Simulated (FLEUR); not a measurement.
# Pt (Im-3m) in FLEUR: notebook, part 2 of 2

FLEUR MaX-R8.1 (later development tree). The steps go on from the part before.

## 3. Equation of state, r2SCAN, 14.95 Å³/atom (volume scaled by 0.94)

Input file inp.xml:

```xml
<?xml version="1.0" encoding="UTF-8" standalone="no"?>
<fleurInput fleurInputVersion="0.39">
   <comment>
      Pt                                                                                                  
   </comment>
   <calculationSetup>
      <cutoffs Kmax="4.17" Gmax="12.9" GmaxXC="12.9" numbands="0"/>
      <scfLoop itmax="80" minDistance="0.0001" maxIterBroyd="30" imix="Anderson" alpha="0.05" precondParam="0.0" spinf="2.0" sdNocoIR="T"/>
      <coreElectrons ctail="F" frcor="F" kcrel="0" coretail_lmax="0"/>
      <xcFunctional name="LibXC" relativisticCorrections="F">
         <LibXCName exchange="mgga_x_r2scan" correlation="mgga_c_r2scan"/>
         <AuxGGA exchange="117" correlation="130"/>
      </xcFunctional>
      <magnetism jspins="1"/>
      <soc l_soc="F" theta="0.0" phi="0.0" spav="F"/>
      <expertModes spex="0" secvar="F"/>
      <geometryOptimization l_f="F" forcealpha="1.0" forcemix="BFGS" epsdisp="0.00001" epsforce="0.00001"/>
      <ldaU l_linMix="F" mixParam="0.05" spinf="1.0"/>
   </calculationSetup>
   <cell>
      <bzIntegration valenceElectrons="18.0" mode="hist" fermiSmearingEnergy="0.00183747">
         <kPointListSelection listName="default-1"/>
         <!-- k-points included here -->
         <xi:include xmlns:xi="http://www.w3.org/2001/XInclude" href="kpts.xml"> </xi:include>
      </bzIntegration>
      <!-- symmetry operations included here -->
      <xi:include xmlns:xi="http://www.w3.org/2001/XInclude" href="sym.xml"> </xi:include>
      <bulkLattice scale="0.9795861087">
         <bravaisMatrix>
            <row-1>   -2.9937419211138119     2.9937419211138119     2.9937419211138119</row-1>
            <row-2>    2.9937419211138119    -2.9937419211138119     2.9937419211138119</row-2>
            <row-3>    2.9937419211138119     2.9937419211138119    -2.9937419211138119</row-3>
         </bravaisMatrix>
      </bulkLattice>
   </cell>
   <atomSpecies>
      <species name="Platinum (Pt)" element="Pt" atomicNumber="78">
         <mtSphere radius="2.35" gridPoints="793" logIncrement="0.017"/>
         <atomicCutoffs lmax="10" lnonsphr="10"/>
         <electronConfig flipSpins="F">
            <coreConfig>(1s1/2) (2s1/2) (2p1/2) (2p3/2) (3s1/2) (3p1/2) (3p3/2) (4s1/2) (3d3/2) (3d5/2) (4p1/2) (4p3/2) (4d3/2) (4d5/2) (4f5/2) (4f7/2)</coreConfig>
            <valenceConfig>(5s1/2) (5p1/2) (5p3/2) (6s1/2) (5d3/2) (5d5/2)</valenceConfig>
            <stateOccupation state="(6s1/2)" spinUp="0.500000" spinDown="0.500000"/>
            <stateOccupation state="(5d3/2)" spinUp="1.800000" spinDown="1.800000"/>
            <stateOccupation state="(5d5/2)" spinUp="2.700000" spinDown="2.700000"/>
         </electronConfig>
         <energyParameters s="6" p="6" d="5" f="5"/>
         <lo type="SCLO" l="0" n="5" eDeriv="0"/>
         <lo type="SCLO" l="1" n="5" eDeriv="0"/>
         <lo type="SCLO" l="1" n="5" eDeriv="1"/>
         <lo type="SCLO" l="2" n="5" eDeriv="2"/>
         <lo type="SCLO" l="3" n="5" eDeriv="2"/>
      </species>
   </atomSpecies>
   <atomGroups>
      <atomGroup species="Platinum (Pt)">
         <relPos label="                   1">.0000000000 .0000000000 .0000000000</relPos>
         <force calculate="T" relaxXYZ="TTT"/>
      </atomGroup>
   </atomGroups>
   <output dos="F" band="F" slice="F">
      <checks vchk="F" cdinf="F"/>
      <bandDOS minEnergy="-.5*Htr" maxEnergy="0.5*Htr" sigma="0.015" storeEVData="T"/>
      <vacuumDOS vacdos="F" integ="F" star="F" nstars="0" locx1="0.0" locy1="0.0" locx2="0.0" locy2="0.0" nstm="0" tworkf="0.0"/>
      <unfoldingBand unfoldBand="F" supercellX="1" supercellY="1" supercellZ="1"/>
      <plotting iplot="0" polar="F">
         <plot TwoD="T" vec1="  1.0  0.0  0.0" vec2="  0.0  1.0  0.0" vec3="  0.0  0.0  1.0" zero="  0.0  0.0  0.0" file="plot"/>
      </plotting>
      <chargeDensitySlicing numkpt="0" minEigenval="0.0" maxEigenval="0.0" nnne="0" pallst="F"/>
      <specialOutput eonly="F"/>
      <moessbauerParams electricFieldGradient="T" isomerShift="T" coreHyperfine="T" valenceHyperfine="T"/>
      <magneticCircularDichroism mcd="F" energyLo="-10.0" energyUp="0.0"/>
   </output>
  <!-- We include the file relax.xml here to enable relaxations (see documentation) -->
  <xi:include xmlns:xi="http://www.w3.org/2001/XInclude" href="relax.xml"> <xi:fallback/> </xi:include>
</fleurInput>
```

Potentials or basis: all-electron, FLAPW.

The run is started by

```
> inpgen -f crystal.txt -profile fastHighL
> # inp.xml edited to the form shown
> fleur_MPI
```

Log:

```text
Welcome to FLEUR        (www.flapw.de)
      MaX-Release 8.1          (www.max-centre.eu)
 func_ids         498         497         498         497
 MetaGGA potential functional detected - V_tau will be computed
 Auxiliary Potential for radial basis: exchange=         117  correlation=         130
The functional 'Re-regularized SCAN exchange by Furness et al' is an exchange functional, it belongs to the 'MGGA' family and is defined in the reference(s):
[1] J. W. Furness, A. D. Kaplan, J. Ning, J. P. Perdew, and J. Sun.,  J. Phys. Chem. Lett. 11, 8208-8215 (2020)
[2] J. W. Furness, A. D. Kaplan, J. Ning, J. P. Perdew, and J. Sun.,  J. Phys. Chem. Lett. 11, 9248-9248 (2020)
The functional 'Re-regularized SCAN correlation by Furness et al' is a correlation functional, it belongs to the 'MGGA' family and is defined in the reference(s):
[1] J. W. Furness, A. D. Kaplan, J. Ning, J. P. Perdew, and J. Sun.,  J. Phys. Chem. Lett. 11, 8208-8215 (2020)
[2] J. W. Furness, A. D. Kaplan, J. Ning, J. P. Perdew, and J. Sun.,  J. Phys. Chem. Lett. 11, 9248-9248 (2020)
 Using same functional for VXC and EXC

 ========== k-point set info ==========
 Selected k-point list: default-1
 k-point list type: mesh
 12 x 12 x 12
 Number of k points: 72

 ------------Calculation Setup---------------------------
 Number of MPI-tasks      :            1
 Number of PE/node        :            1
 Number of OMP-threads    :            1
 Most efficient MPI parallelization for:
           1           2           3           4           6           8           9          12          18          24          36          72
 Additional eigenvalue parallelization possible
 Number of basis functions:          175
 Approximate size of matrices (H+S) per k-point:         0.000 GB
 --------------------------------------------------------
The functional 'Hammer, Hansen, and Norskov' is an exchange functional, it belongs to the 'GGA' family and is defined in the reference(s):
[1] B. Hammer, L. B. Hansen, and J. K. Nørskov.,  Phys. Rev. B 59, 7413 (1999)
The functional 'Perdew, Burke & Ernzerhof' is a correlation functional, it belongs to the 'GGA' family and is defined in the reference(s):
[1] J. P. Perdew, K. Burke, and M. Ernzerhof.,  Phys. Rev. Lett. 77, 3865 (1996)
[2] J. P. Perdew, K. Burke, and M. Ernzerhof.,  Phys. Rev. Lett. 78, 1396 (1997)
 Using same functional for VXC and EXC
 Using auxiliary GGA potential for the first iteration of MetaGGA calculation.
 Reset of history
 Reset of history
 Iteration:     1   Distance:      70.82481940 me/bohr^3
The functional 'Hammer, Hansen, and Norskov' is an exchange functional, it belongs to the 'GGA' family and is defined in the reference(s):
[1] B. Hammer, L. B. Hansen, and J. K. Nørskov.,  Phys. Rev. B 59, 7413 (1999)
The functional 'Perdew, Burke & Ernzerhof' is a correlation functional, it belongs to the 'GGA' family and is defined in the reference(s):
[1] J. P. Perdew, K. Burke, and M. Ernzerhof.,  Phys. Rev. Lett. 77, 3865 (1996)
[2] J. P. Perdew, K. Burke, and M. Ernzerhof.,  Phys. Rev. Lett. 78, 1396 (1997)
 Using same functional for VXC and EXC
 Iteration:     2   Distance:      66.61010843 me/bohr^3
The functional 'Hammer, Hansen, and Norskov' is an exchange functional, it belongs to the 'GGA' family and is defined in the reference(s):
[1] B. Hammer, L. B. Hansen, and J. K. Nørskov.,  Phys. Rev. B 59, 7413 (1999)
The functional 'Perdew, Burke & Ernzerhof' is a correlation functional, it belongs to the 'GGA' family and is defined in the reference(s):
[1] J. P. Perdew, K. Burke, and M. Ernzerhof.,  Phys. Rev. Lett. 77, 3865 (1996)
[2] J. P. Perdew, K. Burke, and M. Ernzerhof.,  Phys. Rev. Lett. 78, 1396 (1997)
 Using same functional for VXC and EXC
 Iteration:     3   Distance:      63.21026972 me/bohr^3
The functional 'Hammer, Hansen, and Norskov' is an exchange functional, it belongs to the 'GGA' family and is defined in the reference(s):
[1] B. Hammer, L. B. Hansen, and J. K. Nørskov.,  Phys. Rev. B 59, 7413 (1999)
The functional 'Perdew, Burke & Ernzerhof' is a correlation functional, it belongs to the 'GGA' family and is defined in the reference(s):
[1] J. P. Perdew, K. Burke, and M. Ernzerhof.,  Phys. Rev. Lett. 77, 3865 (1996)
[2] J. P. Perdew, K. Burke, and M. Ernzerhof.,  Phys. Rev. Lett. 78, 1396 (1997)
 Using same functional for VXC and EXC
 Iteration:     4   Distance:       9.50502893 me/bohr^3
The functional 'Hammer, Hansen, and Norskov' is an exchange functional, it belongs to the 'GGA' family and is defined in the reference(s):
[1] B. Hammer, L. B. Hansen, and J. K. Nørskov.,  Phys. Rev. B 59, 7413 (1999)
The functional 'Perdew, Burke & Ernzerhof' is a correlation functional, it belongs to the 'GGA' family and is defined in the reference(s):
[1] J. P. Perdew, K. Burke, and M. Ernzerhof.,  Phys. Rev. Lett. 77, 3865 (1996)
[2] J. P. Perdew, K. Burke, and M. Ernzerhof.,  Phys. Rev. Lett. 78, 1396 (1997)
 Using same functional for VXC and EXC
 Iteration:     5   Distance:       2.36529223 me/bohr^3
The functional 'Hammer, Hansen, and Norskov' is an exchange functional, it belongs to the 'GGA' family and is defined in the reference(s):
[1] B. Hammer, L. B. Hansen, and J. K. Nørskov.,  Phys. Rev. B 59, 7413 (1999)
The functional 'Perdew, Burke & Ernzerhof' is a correlation functional, it belongs to the 'GGA' family and is defined in the reference(s):
[1] J. P. Perdew, K. Burke, and M. Ernzerhof.,  Phys. Rev. Lett. 77, 3865 (1996)
[2] J. P. Perdew, K. Burke, and M. Ernzerhof.,  Phys. Rev. Lett. 78, 1396 (1997)
 Using same functional for VXC and EXC
 Iteration:     6   Distance:       2.03230382 me/bohr^3
The functional 'Hammer, Hansen, and Norskov' is an exchange functional, it belongs to the 'GGA' family and is defined in the reference(s):
[1] B. Hammer, L. B. Hansen, and J. K. Nørskov.,  Phys. Rev. B 59, 7413 (1999)
The functional 'Perdew, Burke & Ernzerhof' is a correlation functional, it belongs to the 'GGA' family and is defined in the reference(s):
[1] J. P. Perdew, K. Burke, and M. Ernzerhof.,  Phys. Rev. Lett. 77, 3865 (1996)
[2] J. P. Perdew, K. Burke, and M. Ernzerhof.,  Phys. Rev. Lett. 78, 1396 (1997)
 Using same functional for VXC and EXC
 Iteration:     7   Distance:       0.22403910 me/bohr^3
The functional 'Hammer, Hansen, and Norskov' is an exchange functional, it belongs to the 'GGA' family and is defined in the reference(s):
[1] B. Hammer, L. B. Hansen, and J. K. Nørskov.,  Phys. Rev. B 59, 7413 (1999)
The functional 'Perdew, Burke & Ernzerhof' is a correlation functional, it belongs to the 'GGA' family and is defined in the reference(s):
[1] J. P. Perdew, K. Burke, and M. Ernzerhof.,  Phys. Rev. Lett. 77, 3865 (1996)
[2] J. P. Perdew, K. Burke, and M. Ernzerhof.,  Phys. Rev. Lett. 78, 1396 (1997)
 Using same functional for VXC and EXC
 Iteration:     8   Distance:       0.15954711 me/bohr^3
The functional 'Hammer, Hansen, and Norskov' is an exchange functional, it belongs to the 'GGA' family and is defined in the reference(s):
[1] B. Hammer, L. B. Hansen, and J. K. Nørskov.,  Phys. Rev. B 59, 7413 (1999)
The functional 'Perdew, Burke & Ernzerhof' is a correlation functional, it belongs to the 'GGA' family and is defined in the reference(s):
[1] J. P. Perdew, K. Burke, and M. Ernzerhof.,  Phys. Rev. Lett. 77, 3865 (1996)
[2] J. P. Perdew, K. Burke, and M. Ernzerhof.,  Phys. Rev. Lett. 78, 1396 (1997)
 Using same functional for VXC and EXC
 Iteration:     9   Distance:       0.02122422 me/bohr^3
The functional 'Hammer, Hansen, and Norskov' is an exchange functional, it belongs to the 'GGA' family and is defined in the reference(s):
[1] B. Hammer, L. B. Hansen, and J. K. Nørskov.,  Phys. Rev. B 59, 7413 (1999)
The functional 'Perdew, Burke & Ernzerhof' is a correlation functional, it belongs to the 'GGA' family and is defined in the reference(s):
[1] J. P. Perdew, K. Burke, and M. Ernzerhof.,  Phys. Rev. Lett. 77, 3865 (1996)
[2] J. P. Perdew, K. Burke, and M. Ernzerhof.,  Phys. Rev. Lett. 78, 1396 (1997)
 Using same functional for VXC and EXC
 Iteration:    10   Distance:       0.00377438 me/bohr^3
The functional 'Hammer, Hansen, and Norskov' is an exchange functional, it belongs to the 'GGA' family and is defined in the reference(s):
[1] B. Hammer, L. B. Hansen, and J. K. Nørskov.,  Phys. Rev. B 59, 7413 (1999)
The functional 'Perdew, Burke & Ernzerhof' is a correlation functional, it belongs to the 'GGA' family and is defined in the reference(s):
[1] J. P. Perdew, K. Burke, and M. Ernzerhof.,  Phys. Rev. Lett. 77, 3865 (1996)
[2] J. P. Perdew, K. Burke, and M. Ernzerhof.,  Phys. Rev. Lett. 78, 1396 (1997)
 Using same functional for VXC and EXC
 Iteration:    11   Distance:       0.00391719 me/bohr^3
The functional 'Hammer, Hansen, and Norskov' is an exchange functional, it belongs to the 'GGA' family and is defined in the reference(s):
[1] B. Hammer, L. B. Hansen, and J. K. Nørskov.,  Phys. Rev. B 59, 7413 (1999)
The functional 'Perdew, Burke & Ernzerhof' is a correlation functional, it belongs to the 'GGA' family and is defined in the reference(s):
[1] J. P. Perdew, K. Burke, and M. Ernzerhof.,  Phys. Rev. Lett. 77, 3865 (1996)
[2] J. P. Perdew, K. Burke, and M. Ernzerhof.,  Phys. Rev. Lett. 78, 1396 (1997)
 Using same functional for VXC and EXC
 Iteration:    12   Distance:       0.00073514 me/bohr^3
The functional 'Hammer, Hansen, and Norskov' is an exchange functional, it belongs to the 'GGA' family and is defined in the reference(s):
[1] B. Hammer, L. B. Hansen, and J. K. Nørskov.,  Phys. Rev. B 59, 7413 (1999)
The functional 'Perdew, Burke & Ernzerhof' is a correlation functional, it belongs to the 'GGA' family and is defined in the reference(s):
[1] J. P. Perdew, K. Burke, and M. Ernzerhof.,  Phys. Rev. Lett. 77, 3865 (1996)
[2] J. P. Perdew, K. Burke, and M. Ernzerhof.,  Phys. Rev. Lett. 78, 1396 (1997)
 Using same functional for VXC and EXC
 Iteration:    13   Distance:       0.00076312 me/bohr^3
The functional 'Hammer, Hansen, and Norskov' is an exchange functional, it belongs to the 'GGA' family and is defined in the reference(s):
[1] B. Hammer, L. B. Hansen, and J. K. Nørskov.,  Phys. Rev. B 59, 7413 (1999)
The functional 'Perdew, Burke & Ernzerhof' is a correlation functional, it belongs to the 'GGA' family and is defined in the reference(s):
[1] J. P. Perdew, K. Burke, and M. Ernzerhof.,  Phys. Rev. Lett. 77, 3865 (1996)
[2] J. P. Perdew, K. Burke, and M. Ernzerhof.,  Phys. Rev. Lett. 78, 1396 (1997)
 Using same functional for VXC and EXC
 Iteration:    14   Distance:       0.00004022 me/bohr^3

 ********************************************************************
 Run finished successfully
 Stop message:
   all done
 ********************************************************************
```

It took 16 s on 1 thread of Arm Neoverse V2, shared host; peak memory 0.09 GiB.

What came out:

- Free energy: -501915.1740 eV
- Band gap on the k mesh: none (metal or under the smearing width)
- Valence electrons inside the program's atomic spheres: Pt 16.03 (radii Pt 2.35 bohr)

Caveat: the meta-GGA is that of a development version, with a GGA for the radial functions and cores and without core tails.

## 4. Equation of state, r2SCAN, 15.27 Å³/atom (volume scaled by 0.96)

inp.xml: that of step 3 with these lines changed.

```diff
@@ -27,3 +27,3 @@
       <xi:include xmlns:xi="http://www.w3.org/2001/XInclude" href="sym.xml"> </xi:include>
-      <bulkLattice scale="0.9795861087">
+      <bulkLattice scale="0.9864848297">
          <bravaisMatrix>
```

The run is started by

```
> inpgen -f crystal.txt -profile fastHighL
> # inp.xml edited to the form shown
> fleur_MPI
```

Run time: 19 s. Hardware: 1 thread of Arm Neoverse V2, shared host; peak memory 0.09 GiB.

The run converged. Its results:

| Item | Value |
| --- | --- |
| Free energy | -501915.1871 eV |
| Band gap on the k mesh | none (metal or under the smearing width) |
| Valence electrons inside the program's atomic spheres | Pt 16.00 (radii Pt 2.35 bohr) |

Caveat: the meta-GGA is that of a development version, with a GGA for the radial functions and cores and without core tails.

## 5. Equation of state, r2SCAN, 15.90 Å³/atom

inp.xml: that of step 4 with these lines changed.

```diff
@@ -27,3 +27,3 @@
       <xi:include xmlns:xi="http://www.w3.org/2001/XInclude" href="sym.xml"> </xi:include>
-      <bulkLattice scale="0.9864848297">
+      <bulkLattice scale="1.0000000000">
          <bravaisMatrix>
```

The run is started by

```
> inpgen -f crystal.txt -profile fastHighL
> # inp.xml edited to the form shown
> fleur_MPI
```

Wall time 18 s (1 thread of Arm Neoverse V2, shared host); peak memory 0.09 GiB.

It converged, with:

* Free energy: -501915.1800 eV
* Band gap on the k mesh: none (metal or under the smearing width)
* Valence electrons inside the program's atomic spheres: Pt 15.95 (radii Pt 2.35 bohr)

Caveat: the meta-GGA is that of a development version, with a GGA for the radial functions and cores and without core tails.

## 6. Equation of state, r2SCAN, 16.54 Å³/atom (volume scaled by 1.04)

inp.xml: that of step 5 with these lines changed.

```diff
@@ -27,3 +27,3 @@
       <xi:include xmlns:xi="http://www.w3.org/2001/XInclude" href="sym.xml"> </xi:include>
-      <bulkLattice scale="1.0000000000">
+      <bulkLattice scale="1.0131594038">
          <bravaisMatrix>
```

Potentials or basis: all-electron, FLAPW.

The run is started by

```
> inpgen -f crystal.txt -profile fastHighL
> # inp.xml edited to the form shown
> fleur_MPI
```

Run time: 18 s. Hardware: 1 thread of Arm Neoverse V2, shared host; peak memory 0.09 GiB.

The run converged. Its results:

```yaml
Free_energy: -501915.1372 eV
Band_gap_on_the_k_mesh: none (metal or under the smearing width)
Valence_electrons_inside_the_program's_atomic_spheres: Pt 15.90 (radii Pt 2.35 bohr)
```

Caveat: the meta-GGA is that of a development version, with a GGA for the radial functions and cores and without core tails.

## 7. Equation of state, r2SCAN, 16.86 Å³/atom (volume scaled by 1.06)

inp.xml: that of step 6 with these lines changed.

```diff
@@ -27,3 +27,3 @@
       <xi:include xmlns:xi="http://www.w3.org/2001/XInclude" href="sym.xml"> </xi:include>
-      <bulkLattice scale="1.0131594038">
+      <bulkLattice scale="1.0196128224">
          <bravaisMatrix>
```

The run is started by

```
> inpgen -f crystal.txt -profile fastHighL
> # inp.xml edited to the form shown
> fleur_MPI
```

Run time: 19 s. Hardware: 1 thread of Arm Neoverse V2, shared host; peak memory 0.09 GiB.

It converged, with:

```yaml
Free_energy: -501915.1048 eV
Band_gap_on_the_k_mesh: none (metal or under the smearing width)
Valence_electrons_inside_the_program's_atomic_spheres: Pt 15.88 (radii Pt 2.35 bohr)
```

Caveat: the meta-GGA is that of a development version, with a GGA for the radial functions and cores and without core tails.

## 8. Equation of state, r2SCAN

No new run: the results of the series are fitted here.

Results:

```yaml
Equilibrium_volume: 15.47 Å³/atom
Bulk_modulus: 260 GPa
```

Energy against volume, from the lowest point:
```tsv
volume (Å³/atom)	energy (meV/atom)
14.950	13.18
15.268	0.00
15.904	7.11
16.540	49.92
16.858	82.31
```

Caveat: the meta-GGA is that of a development version, with a GGA for the radial functions and cores and without core tails.
